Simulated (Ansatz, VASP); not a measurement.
## GePt: VASP beside Ansatz

The input INCAR:

```
PREC = Accurate ; ENCUT = 520
EDIFF = 1E-6 ; ISMEAR = 0
SIGMA = 0.1 ; LREAL = False
LASPH = True ; NELM = 80
ALGO = Normal ; ISIF = 2
LWAVE = False ; LCHARG = False
GGA = PE ; NBANDS = 58
```

KPOINTS

```
regular mesh
0
Gamma
  4 6 4
```

Contents of POSCAR:

```
GePt
1.0
    5.7560126200      0.0000000000      0.0000000000
    0.0000000000      3.7300318100      0.0000000000
    0.0000000000      0.0000000000      6.1115638700
Ge Pt
4 4
Direct
    0.8139321600      0.7500000000      0.5880128600
    0.1860678400      0.2500000000      0.4119871400
    0.3139321600      0.7500000000      0.9119871400
    0.6860678400      0.2500000000      0.0880128600
    0.0018518400      0.7500000000      0.1927088600
    0.9981481600      0.2500000000      0.8072911400
    0.5018518400      0.7500000000      0.3072911400
    0.4981481600      0.2500000000      0.6927088600
```

Input for Ansatz:

```yaml
crystal:
  lattice:
    - [5.75601262, 0.0, 0.0]
    - [0.0, 3.73003181, 0.0]
    - [0.0, 0.0, 6.11156387]
  atoms:
    - { symbol: Ge, position: [0.81393216, 0.75, 0.58801286] }
    - { symbol: Ge, position: [0.18606784, 0.25, 0.41198714] }
    - { symbol: Ge, position: [0.31393216, 0.75, 0.91198714] }
    - { symbol: Ge, position: [0.68606784, 0.25, 0.08801286] }
    - { symbol: Pt, position: [0.00185184, 0.75, 0.19270886] }
    - { symbol: Pt, position: [0.99814816, 0.25, 0.80729114] }
    - { symbol: Pt, position: [0.50185184, 0.75, 0.30729114] }
    - { symbol: Pt, position: [0.49814816, 0.25, 0.69270886] }
basis:
  ecutwfc: 420
kpoints:
  mp_grid: { grid: [4, 6, 4] }
hamiltonian:
  xc: pbe
  pseudopotentials: { kind: paw, azcp: { folder: soft_1 } }
scf:
  occupations: { method: gaussian, width: 0.1 }
output:
  forces: true
  stress: true
  eigenvalues: true
```

The cell is a database's computed one.

Alike in both runs: task single point; functional PBE; k mesh 4 × 6 × 4; occupations gaussian, width 0.1 eV; no spin polarisation.

|  | VASP | Ansatz |
| --- | --- | --- |
| version | VASP 6.6.1 | Ansatz 0.2.0 |
| potentials or method | VASP PAW PBE potentials, release 64 (Ge_d, Pt) | scalar-relativistic, plane waves, PAW |
| plane-wave cutoff (eV) | 520 | 420 |
| valence electrons in the cell | 96 | 128 |

|  | VASP | Ansatz | Ansatz less VASP |
| --- | --- | --- | --- |
| gap on the k mesh at the Fermi level (eV) | none | none | - |
| pressure (GPa) | 4.8 | 4.8 | +0.04 |
| largest component of the traceless stress (GPa) | 0.74 | 0.74 | -0.009 |
| rms of the force components (eV/Å) | 0.063 | 0.062 | -0.0013 |

Atom by atom the forces differ by 0.002 eV/Å (rms over components). A gap of «none» marks a metal or a gap that the smearing closes. The functional is the same, so the differences come from potentials, cutoffs and numerics. The two sets of potentials don't hold the same shells in valence.

The runs have no spin-orbit coupling, so splittings on Pt are missing.
